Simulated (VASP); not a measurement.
## CdSe under changes of volume

One of the cells (29.521 Å³/atom); the others are scaled copies at fixed shape and fractional positions:

```xyz
2
Lattice="0.0000 3.0906 3.0906 3.0906 0.0000 3.0906 3.0906 3.0906 0.0000" Properties=species:S:1:pos:R:3 pbc="T T T"
Cd    0.0000    0.0000    0.0000
Se    1.5453    1.5453    1.5453
```

Measurements of this composition are mostly on another form, of space group No. 186.

| Item | Value |
| --- | --- |
| Program | VASP 6.6.1 |
| Functional | PBEsol |
| Potentials or basis | VASP PAW PBE potentials, release 64 (Cd, Se) |
| Cutoff | 520 eV |
| k mesh | 8 × 8 × 8 |
| Occupations | fermi-dirac, width 0.05 eV |
| Spin | no spin polarisation |

| volume (Å³/atom) | energy over the lowest point (meV/atom) | pressure (GPa) | gap on the mesh (eV) |
| --- | --- | --- | --- |
| 27.206 | ? | ? | ? |
| 27.784 | 1.57 | 1.0 | 0.51 |
| 28.363 | 0.00 | -0.1 | 0.47 |
| 29.521 | 7.86 | -2.0 | 0.39 |
| 30.100 | 16.48 | -2.8 | 0.35 |
| 30.679 | 27.77 | -3.5 | 0.31 |

Task: What does the run at 27.206 Å³/atom give?

Result: Energy over the lowest point 7.41 meV/atom; pressure 2.2 GPa; gap on the mesh 0.55 eV.

Worked out: A Birch-Murnaghan fit of order 3 (a polynomial in V^(-2/3)) to the other rows has its minimum at 28.30 Å³/atom with B0 = V·E''(V) = 52 GPa and B' = 4.8. It gives 7.41 meV/atom at 27.206 Å³/atom, against the run's 7.41, and -dE/dV = 2.3 GPa, against 2.2. A straight line through the other rows of the gap, of slope -2.02 eV per unit of ln V (its deformation potential), extrapolates to 0.55 eV, against the run's 0.55.

Energies are extrapolated to zero smearing.

Caveats: the PAW data sets were made with another functional, which shifts forces and pressure a little.

Spin-orbit coupling on Cd, Se is left out.
